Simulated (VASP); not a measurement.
# Li (a cell with a defect) in VASP: a series of runs

One crystal, Li (a cell with a defect), is run at these levels: PBE+D3(BJ); tasks: single point, relaxation of the atoms.

All numbers are computed with VASP 6.6.1; they aren't measurements. Logs are shortened: lines on timing, memory, paths and dates and some standing lists are left out, and cuts for length are marked.

## 1. Starting point

The cell holds a defect, 17 atoms: a = 6.980 Å, b = 6.980 Å, c = 6.980 Å, α = 90.00°, β = 90.00°, γ = 90.00°.

The cell was built by a generator and needn't be a form met in nature.

## 2. Single point, PBE+D3(BJ)

The input, INCAR:

```
SYSTEM = Li
PREC = Accurate
ENCUT = 520
EDIFF = 1E-7
ISMEAR = 0
SIGMA = 0.15
LREAL = Auto
LASPH = .TRUE.
NELM = 60
ALGO = Fast
ISIF = 2
LWAVE = .FALSE.
LCHARG = .FALSE.
GGA = PE
IVDW = 12
NBANDS = 40
```

The input, KPOINTS:

```
regular mesh
0
G
  3 3 3
  0 0 0
```

The input, POSCAR:

```
Li
1.0
    6.9800000000      0.0000000000      0.0000000000
    0.0000000000      6.9800000000      0.0000000000
    0.0000000000      0.0000000000      6.9800000000
Li
17
Direct
    0.0085057764      0.0226976826     -0.0087442481
    0.5071997000      0.0199473357      0.0007739941
    0.0524613905      0.4532864222     -0.0232416978
    0.0141343497      0.0006386161      0.5127813921
    0.2104628748      0.2953589371      0.2727538862
    0.4937532932      0.4856294573      0.0176855841
    0.4439913610      0.0457438972      0.3943219267
    0.7705882187      0.2674902670      0.2579533803
   -0.0028933184      0.5350384278      0.5256731699
    0.2303171200      0.7463803054      0.2275484270
    0.2849981086      0.2422413801      0.7229902695
    0.5026169005      0.5213386209      0.4948903647
    0.7661799667      0.7567593192      0.2519307369
    0.7478357722      0.2676613068      0.7328019977
    0.2670149727      0.7600360410      0.7566767069
    0.8041714707      0.6859830884      0.8621738729
    0.6463661426     -0.1095496050      0.6313219371
```

Potentials or basis: VASP PAW PBE potentials, release 64 (Li_sv).

Launch:

```console
$ cat potpaw_PBE.64/Li_sv/POTCAR > POTCAR
$ mpirun -np 1 vasp_std > vasp.out
```

OUTCAR:

```text
SYSTEM = Li
   PREC = Accurate
   ENCUT = 520
   EDIFF = 1E-7
   ISMEAR = 0
   LREAL = Auto
   LASPH = .TRUE.
   NELM = 60
   ISIF = 2
   GGA = PE
   IVDW = 12
 IVDW          = 12

 ion  position               nearest neighbor table
   1  0.009  0.023  0.991-
   2  0.507  0.020  0.001-
   3  0.052  0.453  0.977-  16 2.51   5 2.59
   4  0.014  0.001  0.513-
   5  0.210  0.295  0.273-   7 2.53   3 2.59
   6  0.494  0.486  0.018-
   7  0.444  0.046  0.394-  17 2.43   5 2.53
   8  0.771  0.267  0.258-
   9  0.997  0.535  0.526-
  10  0.230  0.746  0.228-
  11  0.285  0.242  0.723-
  12  0.503  0.521  0.495-
  13  0.766  0.757  0.252-
  14  0.748  0.268  0.733-
  15  0.267  0.760  0.757-
  16  0.804  0.686  0.862-  17 2.42   3 2.51
  17  0.646  0.890  0.631-  16 2.42   7 2.43

  LATTYP: Found a simple cubic cell.
 ALAT       =     6.9800000000

  Lattice vectors:

 A1 = (   6.9800000000,   0.0000000000,   0.0000000000)
 A2 = (   0.0000000000,   6.9800000000,   0.0000000000)
 A3 = (   0.0000000000,   0.0000000000,   6.9800000000)

Analysis of symmetry for initial positions (statically):
=====================================================================
 Subroutine PRICEL returns:
 Original cell was already a primitive cell.

 Routine SETGRP: Setting up the symmetry group for a
 simple cubic supercell.

 Subroutine GETGRP returns: Found  1 space group operations
 (whereof  1 operations were pure point group operations)
 out of a pool of 48 trial point group operations.

The static configuration has the point symmetry C_1 .

Analysis of symmetry for dynamics (positions and initial velocities):
=====================================================================
 Subroutine PRICEL returns:
 Original cell was already a primitive cell.

 Routine SETGRP: Setting up the symmetry group for a
 simple cubic supercell.

 Subroutine GETGRP returns: Found  1 space group operations
 (whereof  1 operations were pure point group operations)
 out of a pool of 48 trial point group operations.

The dynamic configuration has the point symmetry C_1 .

 Subroutine INISYM returns: Found  1 space group operations
 (whereof  1 operations are pure point group operations),
 and found     1 'primitive' translations

----------------------------------------------------------------------------------------

                                     Primitive cell

  volume of cell :     340.0684

  direct lattice vectors                    reciprocal lattice vectors
     6.980000000  0.000000000  0.000000000     0.143266476  0.000000000  0.000000000
     0.000000000  6.980000000  0.000000000     0.000000000  0.143266476  0.000000000
     0.000000000  0.000000000  6.980000000     0.000000000  0.000000000  0.143266476

  length of vectors
     6.980000000  6.980000000  6.980000000     0.143266476  0.143266476  0.143266476

  position of ions in fractional coordinates (direct lattice)
     0.008505776  0.022697683  0.991255752
     0.507199700  0.019947336  0.000773994
     0.052461390  0.453286422  0.976758302
     0.014134350  0.000638616  0.512781392
     0.210462875  0.295358937  0.272753886
     0.493753293  0.485629457  0.017685584
[... 9 lines left out ...]
     0.804171471  0.685983088  0.862173873
     0.646366143  0.890450395  0.631321937

  ion indices of the primitive-cell ions
   primitive index   ion index
                 1           1
                 2           2
                 3           3
                 4           4
                 5           5
                 6           6
[... 9 lines left out ...]
                16          16
                17          17

----------------------------------------------------------------------------------------

 KPOINTS: regular mesh

Automatic generation of k-mesh.
 Grid dimensions read from file:
 generate k-points for:    3    3    3

 Generating k-lattice:

  Cartesian coordinates                     Fractional coordinates (reciprocal lattice)
     0.047755492  0.000000000  0.000000000     0.333333333  0.000000000  0.000000000
     0.000000000  0.047755492  0.000000000     0.000000000  0.333333333  0.000000000
     0.000000000  0.000000000  0.047755492     0.000000000  0.000000000  0.333333333

  Length of vectors
     0.047755492  0.047755492  0.047755492

  Shift w.r.t. Gamma in fractional coordinates (k-lattice)
     0.000000000  0.000000000  0.000000000

 Subroutine IBZKPT returns following result:
 ===========================================

 Found     14 irreducible k-points:

 Following reciprocal coordinates:
            Coordinates               Weight
  0.000000  0.000000  0.000000      1.000000
  0.333333  0.000000  0.000000      2.000000
  0.000000  0.333333  0.000000      2.000000
  0.000000  0.000000  0.333333      2.000000
  0.333333  0.333333  0.000000      2.000000
  0.000000  0.333333  0.333333      2.000000
  0.333333  0.000000  0.333333      2.000000
 -0.333333  0.333333  0.000000      2.000000
 -0.333333  0.000000  0.333333      2.000000
  0.000000 -0.333333  0.333333      2.000000
  0.333333  0.333333  0.333333      2.000000
 -0.333333  0.333333  0.333333      2.000000
 -0.333333 -0.333333  0.333333      2.000000
  0.333333 -0.333333  0.333333      2.000000
   k-points           NKPTS =     14   k-points in BZ     NKDIM =     14   number of bands    NBANDS=     40
   number of dos      NEDOS =    301   number of ions     NIONS =     17
   total plane-waves  NPLWV = 157464
   dimension x,y,z NGX =    54 NGY =   54 NGZ =   54
   dimension x,y,z NGXF=   108 NGYF=  108 NGZF=  108
   ions per type =              17
   NGX,Y,Z   is equivalent  to a cutoff of  12.86, 12.86, 12.86 a.u.
   NGXF,Y,Z  is equivalent  to a cutoff of  25.72, 25.72, 25.72 a.u.
 SYSTEM =  Li
   PREC   = accura    normal or accurate (medium, high low for compatibility)
   ISTART =      0    job   : 0-new  1-cont  2-samecut
   ICHARG =      2    charge: 1-file 2-atom 10-const
   ISPIN  =      1    spin polarized calculation?
   LNONCOLLINEAR =      F non collinear calculations
   LSORBIT =      F    spin-orbit coupling
   LASPH  =      T    aspherical Exc in radial PAW
   ENCUT  =  520.0 eV  38.22 Ry    6.18 a.u.  12.98 12.98 12.98*2*pi/ulx,y,z
   NELM   =     60;   NELMIN=  2; NELMDL= -5     # of ELM steps
   EDIFF  = 0.1E-06   stopping-criterion for ELM
   LREAL  =      T    real-space projection
   EDIFFG = 0.1E-05   stopping-criterion for IOM
   NSW    =      0    number of steps for IOM
   IBRION =     -1    ionic relax: 0-MD 1-quasi-New 2-CG
   NFREE  =      0    steps in history (QN), initial steepest desc. (CG)
   ISIF   =      2    stress and relaxation
   ISYM   =      2    0-nonsym 1-usesym 2-fastsym
   POTIM  = 0.5000    time-step for ionic-motion
   TEBEG  =    0.0;   TEEND  =   0.0 temperature during run
   PSTRESS=    0.0 pullay stress
   NELECT =      51.0000    total number of electrons
   NUPDOWN=      -1.0000    fix difference up-down
   EMIN   =  10.00;   EMAX   =-10.00  energy-range for DOS
   EFERMI =   0.00;   METHOD = LEGACY
   ISMEAR =     0;   SIGMA  =   0.15  broadening in eV -4-tet -1-fermi 0-gaus
   EFERMI_NEDOS =   21; number of points for ismear=-14 and -15
   IALGO  =     68    algorithm
   IMIX   =      4    mixing-type and parameters
     AMIX     =   0.40;   BMIX     =  1.00
     AMIX_MAG =   1.60;   BMIX_MAG =  1.00
  volume/ion in A,a.u.               =      20.00       134.99
  Fermi-wavevector in a.u.,A,eV,Ry     =   0.869780  1.643646 10.293044  0.756517
  Thomas-Fermi vector in A             =   1.988651
   LORBIT       =      0    0 simple, 1 ext, 2 COOP (PROOUT), +10 PAW based schemes
   GGA     = PE    functional components
   LHFCALC =     F    Hartree Fock is set to
   AEXX    =    0.0000 exact exchange contribution
   IVDW    =    12    specifies the selected vdW correction
   LEPSILON=     F    determine dielectric tensor
   LRPA    =     F    only Hartree local field effects (RPA)
 non-spin polarized calculation
 RMM-DIIS sequential band-by-band and
 Gauss-broadening in eV      SIGMA  =   0.15
  energy-cutoff  :      520.00
  volume of cell :      340.07
 maximum number of plane-waves:      9180
 NGX is ok and might be reduce to    54
   NGX = 25   NGY = 25   NGZ = 25

 number of electron      50.9999990 magnetization

 Free energy of the ion-electron system (eV)
  ---------------------------------------------------
  ext. energy  EPLUGINS =         0.00000000
  ---------------------------------------------------
  free energy    TOTEN  =       -31.79311449 eV

  energy without entropy =      -31.71656619  energy(sigma->0) =      -31.75484034

 E-fermi :   0.5954     XC(G=0):  -7.0717

 val. band max:        0.5926054825   @ k =   0.3333   0.3333   0.0000
 cond. band min:       0.6358180488   @ k =   0.0000   0.0000   0.0000
 fundamental gap:      0.0432125663
 Fermi energy:         0.5954490891

 k-point     1 :       0.0000    0.0000    0.0000
  band No.  band energies     occupation
      1     -46.0043      2.00000
      2     -45.9712      2.00000
      3     -45.9507      2.00000
      4     -45.9248      2.00000
      5     -45.9147      2.00000
      6     -45.9097      2.00000
[... 29 lines left out ...]
     36       3.6954      0.00000
     37       3.7661      0.00000

 k-point     2 :       0.3333    0.0000    0.0000
  band No.  band energies     occupation
      1     -46.0042      2.00000
      2     -45.9714      2.00000
      3     -45.9506      2.00000
      4     -45.9248      2.00000
      5     -45.9148      2.00000
      6     -45.9096      2.00000
[... 29 lines left out ...]
     36       3.7422      0.00000
     37       3.7685      0.00000
[... 438 lines left out ...]
     36       3.5082      0.00000
     37       3.9911      0.00000

 k-point    14 :       0.3333   -0.3333    0.3333
  band No.  band energies     occupation
      1     -46.0039      2.00000
      2     -45.9715      2.00000
      3     -45.9509      2.00000
      4     -45.9248      2.00000
      5     -45.9146      2.00000
      6     -45.9099      2.00000
[... 29 lines left out ...]
     36       3.8245      0.00000
     37       3.9658      0.00000
 [bands above 37 left out]

------------------------ aborting loop because EDIFF is reached ----------------------------------------

 Edisp (eV)   -2.91909

 E8    (eV) :    -1.2179

  FORCE on cell =-STRESS in cart. coord.  units (eV):
  Direction    XX          YY          ZZ          XY          YZ          ZX
  --------------------------------------------------------------------------------------
  -------------------------------------------------------------------------------------
  Total      -2.74129    -2.72325    -1.97219    -0.40368    -0.55615     0.55065
  in kB     -12.91517   -12.83017    -9.29166    -1.90188    -2.62020     2.59432
  external pressure =      -11.68 kB  Pullay stress =        0.00 kB

 VOLUME and BASIS-vectors are now :
 -----------------------------------------------------------------------------
  energy-cutoff  :      520.00
  volume of cell :      340.07
      direct lattice vectors                 reciprocal lattice vectors
     6.980000000  0.000000000  0.000000000     0.143266476  0.000000000  0.000000000
     0.000000000  6.980000000  0.000000000     0.000000000  0.143266476  0.000000000
     0.000000000  0.000000000  6.980000000     0.000000000  0.000000000  0.143266476

 POSITION                                       TOTAL-FORCE (eV/Angst)
 -----------------------------------------------------------------------------------
      0.05937      0.15843      6.91897        -0.001538     -0.004517      0.000119
      3.54025      0.13923      0.00540        -0.001925      0.001074      0.006020
      0.36618      3.16394      6.81777        -0.000802     -0.001423      0.002696
      0.09866      0.00446      3.57921         0.006847      0.003453     -0.003182
      1.46903      2.06161      1.90382        -0.000528     -0.001177      0.003493
      3.44640      3.38969      0.12345        -0.002657      0.000450     -0.000420
[... 9 lines left out ...]
      5.61312      4.78816      6.01797         0.004287      0.001268      0.003836
      4.51164      6.21534      4.40663        -0.003471     -0.009566     -0.001270
 -----------------------------------------------------------------------------------
    total drift:                               -0.000418     -0.007687      0.005532

  FREE ENERGIE OF THE ION-ELECTRON SYSTEM (eV)
  ---------------------------------------------------
  free  energy   TOTEN  =       -34.7122078256 eV

  energy  without entropy=      -34.6356595269  energy(sigma->0) =      -34.67393368
```

Run time: 4.6 min. Hardware: 1 thread of Intel Xeon 6975P-C (Granite Rapids), shared host; peak memory 0.43 GiB.

Results:

```yaml
Free_energy: -34.7122 eV
Largest_force: 0.010 eV/Å
Band_gap_on_the_k_mesh: none (metal or under the smearing width)
Dispersion_energy_per_atom: -0.172 eV
```

Forces on the atoms (eV/Å):
```
Li  -0.002 -0.005  0.000
Li  -0.002  0.001  0.006
Li  -0.001 -0.001  0.003
Li   0.007  0.003 -0.003
Li  -0.001 -0.001  0.003
Li  -0.003  0.000  0.000
Li  -0.004  0.003 -0.003
Li  -0.002  0.002  0.002
Li  -0.002  0.001 -0.001
Li   0.000 -0.006 -0.002
Li   0.002  0.001  0.001
Li   0.003  0.006  0.003
Li   0.000  0.000 -0.006
Li  -0.001  0.003  0.002
Li   0.004  0.000 -0.007
Li   0.004  0.001  0.004
Li  -0.003 -0.010 -0.001
```

Caveat: the cutoff is under 1.25 times the usual one of these potentials, so pressure, stress and relaxed cells hold a basis-set (Pulay) error.

## 3. Relaxation of the atoms, PBE+D3(BJ)

The input, INCAR:

```
SYSTEM = Li
ALGO = Fast
EDIFF = 1E-6
EDIFFG = -0.03
ENCUT = 520
GGA = PE
IBRION = 2
ISIF = 2
ISMEAR = 0
IVDW = 12
LASPH = .TRUE.
LCHARG = .FALSE.
LREAL = Auto
LWAVE = .FALSE.
NELM = 80
NSW = 80
PREC = Accurate
SIGMA = 0.15
```

The input, KPOINTS:

```
k-points
0
G
  3 3 3
  0 0 0
```

The input, POSCAR:

```
Li
1.0
    6.9800000000      0.0000000000      0.0000000000
    0.0000000000      6.9800000000      0.0000000000
    0.0000000000      0.0000000000      6.9800000000
Li
17
Direct
    0.0000000000      0.0000000000      0.0000000000
    0.5000000000      0.0000000000      0.0000000000
    0.0000000000      0.5000000000      0.0000000000
    0.0000000000      0.0000000000      0.5000000000
    0.2500000000      0.2500000000      0.2500000000
    0.5000000000      0.5000000000      0.0000000000
    0.5000000000      0.0000000000      0.5000000000
    0.7500000000      0.2500000000      0.2500000000
    0.0000000000      0.5000000000      0.5000000000
    0.2500000000      0.7500000000      0.2500000000
    0.2500000000      0.2500000000      0.7500000000
    0.5000000000      0.5000000000      0.5000000000
    0.7500000000      0.7500000000      0.2500000000
    0.7500000000      0.2500000000      0.7500000000
    0.2500000000      0.7500000000      0.7500000000
    0.7500000000      0.7500000000      0.7500000000
    0.7477041000     -0.0033185000      0.6302917000
```

Potentials or basis: VASP PAW PBE potentials, release 64 (Li_sv).

Launch:

```console
$ cat potpaw_PBE.64/Li_sv/POTCAR > POTCAR
$ mpirun -np 1 vasp_std > vasp.out
```

Run time: 59 min. Hardware: 1 thread of Intel Xeon 6975P-C (Granite Rapids), shared host; peak memory 0.46 GiB.

The run converged. Its results:

| Property | Result |
| --- | --- |
| Free energy | -34.5610 eV |
| Energy gained by relaxing | 92.7 meV/atom |
| Ionic steps | 23 |
| Largest force after relaxing | 0.016 eV/Å |
| Band gap on the k mesh | none (metal or under the smearing width) |
| Dispersion energy per atom | -0.172 eV |

Forces in eV/Å, atoms in the order of the input:
```
Li   0.014  0.003  0.004
Li  -0.010  0.001  0.002
Li  -0.004 -0.002  0.001
Li   0.000  0.002  0.003
Li  -0.001 -0.006  0.000
Li   0.005  0.000  0.006
Li  -0.005  0.001 -0.011
Li  -0.001  0.011  0.000
Li   0.012  0.003 -0.004
Li  -0.005  0.011 -0.004
Li   0.005  0.008 -0.003
Li  -0.013  0.006 -0.001
Li   0.001 -0.012  0.000
Li   0.005 -0.004 -0.003
Li   0.001 -0.006 -0.004
Li   0.005 -0.005  0.005
Li  -0.009 -0.010  0.009
```

The path:
```csv
step,energy change (eV),largest force (eV/Å),pressure (GPa)
1,0.0000,1.8785,-0.52
2,-0.5270,1.4207,-0.71
3,-1.3601,0.3483,-0.92
4,-1.4147,0.3427,-0.92
5,-1.4148,0.3525,-0.92
6,-1.4548,0.2795,-0.94
7,-1.5255,0.1318,-0.98
8,-1.5304,0.1550,-0.98
9,-1.5306,0.1490,-0.99
10,-1.5404,0.1113,-0.99
11,-1.5501,0.0782,-0.99
12,-1.5463,0.1879,-0.97
13,-1.5522,0.1069,-0.98
14,-1.5580,0.0441,-0.98
15,-1.5590,0.0434,-0.98
16,-1.5619,0.0303,-0.99
17,-1.5641,0.0433,-1.00
18,-1.5667,0.0386,-1.00
19,-1.5687,0.0469,-1.00
20,-1.5709,0.0345,-1.01
21,-1.5738,0.0310,-1.02
22,-1.5739,0.0358,-1.02
23,-1.5751,0.0160,-1.03
```

Final structure:
```
Li
1.0
     6.98000    0.00000    0.00000
     0.00000    6.98000    0.00000
     0.00000    0.00000    6.98000
Li
17
Direct
  0.00796 0.00032 0.00260
  0.49286 0.99971 0.00210
  0.02873 0.49800 0.00419
  0.04429 0.00344 0.44135
  0.24980 0.27942 0.24594
  0.47352 0.49958 0.00358
  0.45015 0.00226 0.43405
  0.74992 0.25825 0.24779
  0.98849 0.50068 0.51548
  0.24849 0.72256 0.24642
  0.25145 0.23867 0.73625
  0.51263 0.50134 0.51567
  0.75045 0.74224 0.24855
  0.75201 0.29409 0.80916
  0.25076 0.76175 0.73605
  0.75374 0.70146 0.81689
  0.74244 0.99290 0.62422
```

Levels at points of the mesh, in eV from the Fermi level:
```csv
k point,band 21,band 22,band 23,band 24,band 25,band 26,band 27,band 28,band 29,band 30
"(0.00, 0.00, 0.00)",-1.22,-1.21,-1.11,-1.08,0.12,0.14,0.27,0.28,0.34,0.40
```

Caveat: the cutoff is under 1.25 times the usual one of these potentials, so pressure, stress and relaxed cells hold a basis-set (Pulay) error.

(Part 1 of 2 ends here.)
